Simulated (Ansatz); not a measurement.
Runs of Ansatz 0.2.0 on AlN. It takes space group P6_3mc (No. 186, hexagonal). The conventional cell has a = 3.113 Å, b = 3.113 Å, c = 4.981 Å, α = 90.00°, β = 90.00°, γ = 120.00°. Al (site symmetry 3m) has 4 N at 1.89 Å as nearest neighbours. Around N (site symmetry 3m) lie 4 Al at 1.89 Å. 

```tsv
task	level	cell	gap on the mesh (eV)	pressure (GPa)	relaxed volume (Å³/atom)
relaxation of cell and atoms	PBE	relaxed	4.03	0.0	10.65
relaxation of cell and atoms	revPBE	relaxed	3.94	0.0	(c)
relaxation of cell and atoms	BLYP	relaxed	4.21	0.0	(a)
relaxation of cell and atoms	LDA	relaxed	4.42	0.0	10.21
relaxation of cell and atoms	RPBE	relaxed	3.91	0.0	10.84
relaxation of cell and atoms	PBEsol	relaxed	4.09	0.0	(b)
single point	PBE	as given	4.21	3.7	-
```

Alike in all rows: potentials or basis Ansatz PAW; no spin polarisation; k mesh 7 × 7 × 5; cutoff (eV) 420; smearing fermi-dirac 0.05 eV.

Fill in the values left out.

(a) 10.80; (b) 10.46; (c) 10.79.

Caveats: odd divisions of the mesh miss points on the zone boundary, where band edges often lie, so the gap on the mesh can be too wide; the plane-wave basis is chosen anew once the cell has moved, so the energies of steps on either side of that aren't comparable (some runs); the PAW data sets come from PBE, with cores solved anew for the run's functional, which leaves a small shift of forces and pressure (some runs).

